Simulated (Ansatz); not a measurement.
# AlFe: the cost of one run

Method: DFT PBE, with the methods named in each step, in Ansatz 0.2.0.

## (1) The structure to begin with

Symmetry: R-3m, No. 166, trigonal system. The conventional cell has a = 4.157 Å, b = 4.157 Å, c = 4.939 Å, α = 90.00°, β = 90.00°, γ = 120.00°. Al (site symmetry -3m) is surrounded by 8 Fe at 2.47 to 2.54 Å. Fe (site symmetry -3m) is surrounded by 8 Al at 2.47 to 2.54 Å.

As a file:

```
Al Fe
1.0
     2.91030   -0.02925   -0.02925
    -0.02925    2.91030   -0.02925
    -0.02925   -0.02925    2.91030
Al Fe
1 1
Direct
  0.00000 0.00000 0.00000
  0.50000 0.50000 0.50000
```

Elk's input and logs are in atomic units (hartree, bohr).

Atoms are numbered in the order of the input: Al1, Fe2.

## (2) Collinear moments without spin-orbit coupling, PAW

Contents of input.yaml:

```yaml
crystal:
  lattice:
    - [2.9102959362, -0.0292479683, -0.0292479683]
    - [-0.0292479683, 2.9102959362, -0.0292479683]
    - [-0.0292479683, -0.0292479683, 2.9102959362]
  atoms:
    - { symbol: Al, position: [0.0, 0.0, 0.0] }
    - { symbol: Fe, position: [0.5, 0.5, 0.5], spin: 3.0 }
magnetization:
  spin_polarized: true
kpoints:
  mp_grid: { grid: [10, 10, 10] }
scf:
  occupations: { method: fermi_dirac, width: 0.025 }
  lower_state_search: "off"
hamiltonian:
  xc: pbe
  pseudopotentials: { kind: paw }
output:
  forces: true
  stress: true
  eigenvalues: true
  write_density: true
  write_potential: true
  elf: true
  volumetric_format: npy
```

On the command line:

```
$ ansatz run input.yaml --threads 2 --pin off --max-ram 4096MiB --backend cpu --events-out ev --progress --plain --runs-dir out
```

What time and memory should one allow on 2 threads of Arm Neoverse V1, shared host?

About 5.8 s, with a peak of 0.34 GiB.
